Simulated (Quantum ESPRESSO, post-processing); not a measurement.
# black arsenene, 1 layer, stepped through biaxial strain, part 6 of 6

Aim: how the results for black arsenene, 1 layer change with biaxial strain.

Quantum ESPRESSO 7.5; plane-wave DFT, PBE, GBRV ultrasoft pseudopotentials.

So far. Step 9 (Relaxation with pw.x, 3 %): The relaxation lowers the energy by 8 meV an atom.

### 11. Relaxing the ions, 4 %

m8.relax.in reads:

```
&control
  prefix = 'm8.relax'
  outdir = './out'
  pseudo_dir = './pseudo'
  nstep = 40
  forc_conv_thr = 0.0003
  calculation = 'relax'
  tstress = .true.
/
&system
  ibrav = 0
  nat = 4
  ntyp = 1
  ecutwfc = 50
  ecutrho = 250
  occupations = 'smearing'
  smearing = 'fd'
  degauss = 0.002
/
&electrons
  conv_thr = 1e-09
  mixing_beta = 0.4
  electron_maxstep = 120
  mixing_mode = 'plain'
/
&ions
/
ATOMIC_SPECIES
  As  74.9216  as_pbe_v1.uspp.F.UPF
CELL_PARAMETERS angstrom
  4.94611585832000 0.00000000000000 0.00000000000000
  0.00000000000000 3.83981644072000 0.00000000000000
  0.00000000000000 0.00000000000000 17.48000000000000
ATOMIC_POSITIONS crystal
  As  0.070991644400 0.000000000000 0.431291233900
  As  0.429148027500 0.500000000000 0.431282665300
  As  0.570851972500 0.500000000000 0.568717334700
  As  0.929008355600 0.000000000000 0.568708766100
K_POINTS automatic
  8 8 1 0 0 0
```

Launch:

```console
$ OMP_NUM_THREADS=1 mpirun -n 4 pw.x -nk 4 -in m8.relax.in > m8.relax.out
```

Output:

```text
[banner, memory and clock lines left out]
Program PWSCF v.7.5 starts
[...]
Message from routine setup:
[...]
number of electrons       =        20.00
     number of Kohn-Sham states=           14
     kinetic-energy cutoff     =      50.0000  Ry
     charge density cutoff     =     250.0000  Ry
[...]
number of k points=    25  Fermi-Dirac smearing, width (Ry)=  0.0020
[...]
Dense  grid:   149589 G-vectors     FFT dimensions: (  48,  40, 180)
[...]
negative rho (up, down):  1.342E-04 0.000E+00
     Starting wfcs are   16 randomized atomic wfcs
[...]
negative rho (up, down):  2.381E-05 0.000E+00
[...]
estimated scf accuracy    <       0.03718052 Ry
[...]
negative rho (up, down):  6.846E-05 0.000E+00
[...]
estimated scf accuracy    <       0.01180699 Ry
[...]
negative rho (up, down):  9.344E-05 0.000E+00
[...]
estimated scf accuracy    <       0.00020051 Ry
[...]
negative rho (up, down):  1.151E-04 0.000E+00
[...]
estimated scf accuracy    <       0.00005691 Ry
[...]
negative rho (up, down):  1.291E-04 0.000E+00
[...]
estimated scf accuracy    <       0.00002057 Ry
[...]
negative rho (up, down):  1.373E-04 0.000E+00
[...]
estimated scf accuracy    <       0.00000055 Ry
[...]
negative rho (up, down):  1.430E-04 0.000E+00
[...]
estimated scf accuracy    <       0.00000040 Ry
[...]
negative rho (up, down):  1.465E-04 0.000E+00
[...]
estimated scf accuracy    <       0.00000006 Ry
[...]
negative rho (up, down):  1.487E-04 0.000E+00
[...]
estimated scf accuracy    <       0.00000002 Ry
[...]
negative rho (up, down):  1.500E-04 0.000E+00
[...]
estimated scf accuracy    <          1.5E-09 Ry
[...]
negative rho (up, down):  1.519E-04 0.000E+00
[...]
the Fermi energy is    -1.4249 ev
!    total energy              =    -161.06532301 Ry
     estimated scf accuracy    <          7.8E-10 Ry
     smearing contrib. (-TS)   =      -0.00000000 Ry
     internal energy E=F+TS    =    -161.06532301 Ry
[...]
one-electron contribution =    -210.96334977 Ry
     hartree contribution      =     109.72965267 Ry
     xc contribution           =    -125.83077582 Ry
     ewald contribution        =      65.99914991 Ry
     convergence has been achieved in  11 iterations
     negative rho (up, down):  1.519E-04 0.000E+00
[...]
Total force =     0.045223     Total SCF correction =     0.000063
[...]
negative rho (up, down):  1.519E-04 0.000E+00
[...]
negative rho (up, down):  1.600E-04 0.000E+00
[...]
negative rho (up, down):  1.544E-04 0.000E+00
[...]
estimated scf accuracy    <       0.00003529 Ry
[...]
negative rho (up, down):  1.525E-04 0.000E+00
[...]
estimated scf accuracy    <       0.00000721 Ry
[...]
negative rho (up, down):  1.520E-04 0.000E+00
[...]
estimated scf accuracy    <       0.00000087 Ry
[...]
negative rho (up, down):  1.518E-04 0.000E+00
[...]
estimated scf accuracy    <       0.00000009 Ry
[...]
negative rho (up, down):  1.518E-04 0.000E+00
[...]
estimated scf accuracy    <          7.3E-09 Ry
[...]
negative rho (up, down):  1.518E-04 0.000E+00
[...]
estimated scf accuracy    <          4.7E-09 Ry
[...]
negative rho (up, down):  1.519E-04 0.000E+00
[...]
the Fermi energy is    -1.4388 ev
!    total energy              =    -161.06712273 Ry
     estimated scf accuracy    <          5.5E-11 Ry
     smearing contrib. (-TS)   =      -0.00000000 Ry
     internal energy E=F+TS    =    -161.06712272 Ry
[...]
one-electron contribution =    -211.33527840 Ry
     hartree contribution      =     109.90711846 Ry
     xc contribution           =    -125.84702692 Ry
     ewald contribution        =      66.20806413 Ry
     convergence has been achieved in   7 iterations
     negative rho (up, down):  1.519E-04 0.000E+00
[...]
Total force =     0.034306     Total SCF correction =     0.000007
[...]
negative rho (up, down):  1.519E-04 0.000E+00
[...]
negative rho (up, down):  1.619E-04 0.000E+00
[...]
negative rho (up, down):  1.547E-04 0.000E+00
[...]
estimated scf accuracy    <       0.00004407 Ry
[...]
negative rho (up, down):  1.523E-04 0.000E+00
[...]
estimated scf accuracy    <       0.00000905 Ry
[...]
negative rho (up, down):  1.515E-04 0.000E+00
[...]
estimated scf accuracy    <       0.00000104 Ry
[...]
negative rho (up, down):  1.512E-04 0.000E+00
[...]
estimated scf accuracy    <       0.00000012 Ry
[...]
negative rho (up, down):  1.512E-04 0.000E+00
[...]
estimated scf accuracy    <          8.6E-09 Ry
[...]
negative rho (up, down):  1.512E-04 0.000E+00
[...]
estimated scf accuracy    <          6.0E-09 Ry
[...]
negative rho (up, down):  1.512E-04 0.000E+00
[...]
estimated scf accuracy    <          3.4E-10 Ry
[...]
negative rho (up, down):  1.512E-04 0.000E+00
[...]
the Fermi energy is    -1.4535 ev
!    total energy              =    -161.06851996 Ry
     estimated scf accuracy    <          8.6E-12 Ry
     smearing contrib. (-TS)   =      -0.00000000 Ry
     internal energy E=F+TS    =    -161.06851996 Ry
[...]
one-electron contribution =    -211.79544292 Ry
     hartree contribution      =     110.12732802 Ry
     xc contribution           =    -125.86576153 Ry
     ewald contribution        =      66.46535647 Ry
     convergence has been achieved in   8 iterations
     negative rho (up, down):  1.512E-04 0.000E+00
[...]
Total force =     0.021856     Total SCF correction =     0.000002
[...]
negative rho (up, down):  1.512E-04 0.000E+00
[...]
negative rho (up, down):  1.714E-04 0.000E+00
[...]
negative rho (up, down):  1.560E-04 0.000E+00
[...]
estimated scf accuracy    <       0.00010041 Ry
[...]
negative rho (up, down):  1.512E-04 0.000E+00
[...]
estimated scf accuracy    <       0.00002153 Ry
[...]
negative rho (up, down):  1.500E-04 0.000E+00
[...]
estimated scf accuracy    <       0.00000204 Ry
[...]
negative rho (up, down):  1.499E-04 0.000E+00
[...]
estimated scf accuracy    <       0.00000024 Ry
[...]
negative rho (up, down):  1.500E-04 0.000E+00
[...]
estimated scf accuracy    <       0.00000001 Ry
[...]
negative rho (up, down):  1.501E-04 0.000E+00
[...]
estimated scf accuracy    <          7.4E-09 Ry
[...]
negative rho (up, down):  1.505E-04 0.000E+00
[...]
the Fermi energy is    -1.4618 ev
!    total energy              =    -161.06942726 Ry
     estimated scf accuracy    <          1.0E-10 Ry
     smearing contrib. (-TS)   =      -0.00000000 Ry
     internal energy E=F+TS    =    -161.06942726 Ry
[...]
one-electron contribution =    -212.58781450 Ry
     hartree contribution      =     110.50767479 Ry
     xc contribution           =    -125.89549525 Ry
     ewald contribution        =      66.90620770 Ry
     convergence has been achieved in   7 iterations
     negative rho (up, down):  1.505E-04 0.000E+00
[...]
Total force =     0.004376     Total SCF correction =     0.000008
[...]
negative rho (up, down):  1.505E-04 0.000E+00
[...]
negative rho (up, down):  1.516E-04 0.000E+00
[...]
negative rho (up, down):  1.510E-04 0.000E+00
[...]
estimated scf accuracy    <       0.00000213 Ry
[...]
negative rho (up, down):  1.507E-04 0.000E+00
[...]
estimated scf accuracy    <       0.00000047 Ry
[...]
negative rho (up, down):  1.506E-04 0.000E+00
[...]
estimated scf accuracy    <       0.00000004 Ry
[...]
negative rho (up, down):  1.506E-04 0.000E+00
[...]
estimated scf accuracy    <          5.5E-09 Ry
[...]
negative rho (up, down):  1.505E-04 0.000E+00
[...]
estimated scf accuracy    <          4.8E-10 Ry
[...]
negative rho (up, down):  1.505E-04 0.000E+00
[...]
estimated scf accuracy    <          1.2E-10 Ry
[...]
negative rho (up, down):  1.505E-04 0.000E+00
[...]
the Fermi energy is    -1.4623 ev
!    total energy              =    -161.06945137 Ry
     estimated scf accuracy    <          8.7E-12 Ry
     smearing contrib. (-TS)   =      -0.00000000 Ry
     internal energy E=F+TS    =    -161.06945137 Ry
[...]
one-electron contribution =    -212.78350327 Ry
     hartree contribution      =     110.60307271 Ry
     xc contribution           =    -125.90045610 Ry
     ewald contribution        =      67.01143527 Ry
     convergence has been achieved in   7 iterations
     negative rho (up, down):  1.505E-04 0.000E+00
[...]
Total force =     0.003023     Total SCF correction =     0.000005
[...]
negative rho (up, down):  1.505E-04 0.000E+00
[...]
negative rho (up, down):  1.510E-04 0.000E+00
[...]
negative rho (up, down):  1.507E-04 0.000E+00
[...]
estimated scf accuracy    <       0.00000068 Ry
[...]
negative rho (up, down):  1.507E-04 0.000E+00
[...]
estimated scf accuracy    <       0.00000016 Ry
[...]
negative rho (up, down):  1.507E-04 0.000E+00
[...]
estimated scf accuracy    <       0.00000001 Ry
[...]
negative rho (up, down):  1.506E-04 0.000E+00
[...]
estimated scf accuracy    <          1.7E-09 Ry
[...]
negative rho (up, down):  1.506E-04 0.000E+00
[...]
estimated scf accuracy    <          1.3E-10 Ry
[...]
negative rho (up, down):  1.506E-04 0.000E+00
[...]
estimated scf accuracy    <          2.9E-11 Ry
[...]
negative rho (up, down):  1.507E-04 0.000E+00
[...]
the Fermi energy is    -1.4635 ev
!    total energy              =    -161.06946303 Ry
     estimated scf accuracy    <          1.3E-12 Ry
     smearing contrib. (-TS)   =      -0.00000000 Ry
     internal energy E=F+TS    =    -161.06946303 Ry
[...]
one-electron contribution =    -212.95201443 Ry
     hartree contribution      =     110.68601123 Ry
     xc contribution           =    -125.90345719 Ry
     ewald contribution        =      67.09999736 Ry
     convergence has been achieved in   7 iterations
     negative rho (up, down):  1.507E-04 0.000E+00
[...]
Total force =     0.001682     Total SCF correction =     0.000002
[...]
negative rho (up, down):  1.507E-04 0.000E+00
[...]
negative rho (up, down):  1.507E-04 0.000E+00
[...]
negative rho (up, down):  1.507E-04 0.000E+00
[...]
estimated scf accuracy    <       0.00000017 Ry
[...]
negative rho (up, down):  1.507E-04 0.000E+00
[...]
estimated scf accuracy    <       0.00000005 Ry
[...]
negative rho (up, down):  1.508E-04 0.000E+00
[...]
estimated scf accuracy    <          3.5E-09 Ry
[...]
negative rho (up, down):  1.508E-04 0.000E+00
[...]
estimated scf accuracy    <          4.5E-10 Ry
[...]
negative rho (up, down):  1.508E-04 0.000E+00
[...]
estimated scf accuracy    <          8.8E-11 Ry
[...]
negative rho (up, down):  1.508E-04 0.000E+00
[...]
the Fermi energy is    -1.4649 ev
!    total energy              =    -161.06946717 Ry
     estimated scf accuracy    <          9.1E-12 Ry
     smearing contrib. (-TS)   =      -0.00000000 Ry
     internal energy E=F+TS    =    -161.06946716 Ry
[...]
one-electron contribution =    -213.05523317 Ry
     hartree contribution      =     110.73724085 Ry
     xc contribution           =    -125.90464483 Ry
     ewald contribution        =      67.15316998 Ry
     convergence has been achieved in   6 iterations
     negative rho (up, down):  1.508E-04 0.000E+00
[...]
Total force =     0.000372     Total SCF correction =     0.000003
[...]
negative rho (up, down):  1.508E-04 0.000E+00
[...]
```

Wall time 6 min (4 MPI ranks of Intel Xeon Platinum 8259CL at 2.50GHz (Skylake/Cascade Lake), shared host); peak memory 1 GiB; 24 min of CPU time.

Relaxation path:

| step | energy less that of the first step (eV) | largest force (eV/Å) |
| --- | --- | --- |
| 1 | 0.0000 | 0.5828 |
| 2 | -0.0245 | 0.4423 |
| 3 | -0.0435 | 0.2820 |
| 4 | -0.0558 | 0.0563 |
| 5 | -0.0562 | 0.0393 |
| 6 | -0.0563 | 0.0221 |
| 7 | -0.0564 | 0.0052 |

The atoms that moved most (Å):

| atom | dx | dy | dz | length |
| --- | --- | --- | --- | --- |
| As2 | -0.045 | 0.000 | 0.017 | 0.048 |
| As3 | 0.045 | 0.000 | -0.017 | 0.048 |
| As1 | 0.045 | 0.000 | 0.017 | 0.048 |
| As4 | -0.045 | 0.000 | -0.017 | 0.048 |

Final coordinates:

```xyz
4
Lattice="4.9461 0.0000 0.0000 0.0000 3.8398 0.0000 0.0000 0.0000 17.4800" Properties=species:S:1:pos:R:3
As    0.3960    0.0000    7.5556
As    2.0774    1.9199    7.5556
As    2.8687    1.9199    9.9244
As    4.5501    0.0000    9.9244
```

The relaxation lowers the energy by 14 meV an atom.

Numbers from this step:

```
free energy  : -2191.4617 eV
Fermi energy : -1.465 eV
```

### 12. Ground state, 4 %

m8.scf.in reads:

```
&control
  prefix = 'm8.scf'
  outdir = './out'
  pseudo_dir = './pseudo'
  calculation = 'scf'
  tprnfor = .true.
/
&system
  ibrav = 0
  nat = 4
  ntyp = 1
  ecutwfc = 40
  ecutrho = 200
  occupations = 'smearing'
  smearing = 'fd'
  degauss = 0.002
  nbnd = 14
/
&electrons
  conv_thr = 1e-09
  mixing_beta = 0.4
  electron_maxstep = 120
  mixing_mode = 'plain'
/
ATOMIC_SPECIES
  As  74.9216  as_pbe_v1.uspp.F.UPF
CELL_PARAMETERS angstrom
  4.94611585832000 0.00000000000000 0.00000000000000
  0.00000000000000 3.83981644072000 0.00000000000000
  0.00000000000000 0.00000000000000 17.48000000000000
ATOMIC_POSITIONS crystal
  As  0.080058210600 0.000000000000 0.432239942400
  As  0.420000736600 0.500000000000 0.432240094900
  As  0.579999263400 0.500000000000 0.567759905100
  As  0.919941789400 0.000000000000 0.567760057600
K_POINTS automatic
  8 8 1 0 0 0
```

Launch:

```console
$ OMP_NUM_THREADS=1 mpirun -n 4 pw.x -nk 4 -in m8.scf.in > m8.scf.out
```

Output:

```text
[banner, memory and clock lines left out]
Program PWSCF v.7.5 starts
[...]
Message from routine setup:
[...]
number of electrons       =        20.00
     number of Kohn-Sham states=           14
     kinetic-energy cutoff     =      40.0000  Ry
     charge density cutoff     =     200.0000  Ry
[...]
number of k points=    25  Fermi-Dirac smearing, width (Ry)=  0.0020
[...]
Dense  grid:   106959 G-vectors     FFT dimensions: (  45,  36, 150)
[...]
negative rho (up, down):  1.656E-04 0.000E+00
     Starting wfcs are   16 randomized atomic wfcs
[...]
negative rho (up, down):  2.430E-04 0.000E+00
[...]
estimated scf accuracy    <       0.04007252 Ry
[...]
negative rho (up, down):  3.472E-04 0.000E+00
[...]
estimated scf accuracy    <       0.01237468 Ry
[...]
negative rho (up, down):  3.574E-04 0.000E+00
[...]
estimated scf accuracy    <       0.00022120 Ry
[...]
negative rho (up, down):  3.644E-04 0.000E+00
[...]
estimated scf accuracy    <       0.00003894 Ry
[...]
negative rho (up, down):  3.700E-04 0.000E+00
[...]
estimated scf accuracy    <       0.00000887 Ry
[...]
negative rho (up, down):  3.730E-04 0.000E+00
[...]
estimated scf accuracy    <       0.00000057 Ry
[...]
negative rho (up, down):  3.765E-04 0.000E+00
[...]
estimated scf accuracy    <       0.00000080 Ry
[...]
negative rho (up, down):  3.787E-04 0.000E+00
[...]
estimated scf accuracy    <          6.4E-09 Ry
[...]
negative rho (up, down):  3.801E-04 0.000E+00
[...]
estimated scf accuracy    <       0.00000002 Ry
[...]
negative rho (up, down):  3.810E-04 0.000E+00
[...]
estimated scf accuracy    <          1.0E-09 Ry
[...]
negative rho (up, down):  3.823E-04 0.000E+00
[...]
the Fermi energy is    -1.4648 ev
!    total energy              =    -161.06919845 Ry
     estimated scf accuracy    <          8.4E-11 Ry
     smearing contrib. (-TS)   =      -0.00000000 Ry
     internal energy E=F+TS    =    -161.06919845 Ry
[...]
one-electron contribution =    -213.05208569 Ry
     hartree contribution      =     110.73671781 Ry
     xc contribution           =    -125.90700057 Ry
     ewald contribution        =      67.15317001 Ry
     convergence has been achieved in  11 iterations
     negative rho (up, down):  3.823E-04 0.000E+00
[...]
Total force =     0.000520     Total SCF correction =     0.000004
[...]
```

Wall time 44 s (4 MPI ranks); peak memory 0.74 GiB; 2.9 min of CPU time.

Read from the output:

* free energy: -2191.4581 eV
* valence top, on the run's zero: -1.862 eV
* conduction bottom, on the run's zero: -1.053 eV
* gap by band count: 0.8088 eV

### 13. The series side by side

The series in one table, energies over the lowest:

| biaxial strain | energy (eV) | gap along the path (eV) | upper vacuum level over the valence top of the mesh (eV) | lower vacuum level over that top (eV) |
| --- | --- | --- | --- | --- |
| -4 % | 0.1234 | 0.1352 | 4.16 | 4.16 |
| -3 % | 0.0672 | 0.3148 | 4.276 | 4.276 |
| -2 % | 0.0290 | 0.4802 | 4.391 | 4.391 |
| -1 % | 0.0071 | 0.6412 | 4.5 | 4.501 |
| 0 % | 0.0000 | 0.7945 | 4.606 | 4.606 |
| 1 % | 0.0060 | 0.8759 | 4.705 | 4.705 |
| 2 % | 0.0239 | 0.8699 | 4.804 | 4.804 |
| 3 % | 0.0522 | 0.842 | 4.872 | 4.872 |
| 4 % | 0.0901 | 0.8027 | 4.914 | 4.915 |

### 14. The arithmetic

A parabola through the energies within ±2 % has E = 66.12 eV × ε² -0.114 eV × ε; for the curvature, over A = 17.559 Å² this is 66.12 × 1/17.559 × 16.02 = 60 N/m.

### 15. Outcome

```yaml
c11_c22_2_c12: 60 N/m
gap_along_the_path_at_minus_4_and_at_4: 0.14, 0.80 eV
upper_vacuum_level_over_the_valence_top_of_the_mesh_at_minus_4_and_at_4: 4.16, 4.91 eV
lower_vacuum_level_over_that_top_at_minus_4_and_at_4: 4.16, 4.91 eV
```

What this shows: The series holds 9 members; (C11 + C22)/2 + C12: 60 N/m (PBE, GBRV ultrasoft). The energy is lowest near zero strain. From -4 % to 4 % the gap along the path goes from 0.14 to 0.80 eV by way of 0.88 at 1 %. From -4 % to 4 % the upper vacuum level over the valence top of the mesh rises from 4.16 to 4.91 eV. From -4 % to 4 % the lower vacuum level over that top rises from 4.16 to 4.91 eV. Semilocal gaps are too small; the 1×1 cell can't ripple over many cells under compression as a free sheet would. No spin-orbit coupling.

[Logs are printed without paths, hosts, clocks, repeated set-up lines and the standing remarks that a program may print on its own settings, such as how far it seeks lower states.]

[Hosts, paths, dates, database ids (printed as entryN), source tags and the programs' standing remarks are cut or masked in the printed files.]

[Maps of the electrostatic potential energy from Ansatz leave out the sawtooth potential of an applied field or a dipole correction, so their vacuum need not be flat; planar profiles and work functions include it.]
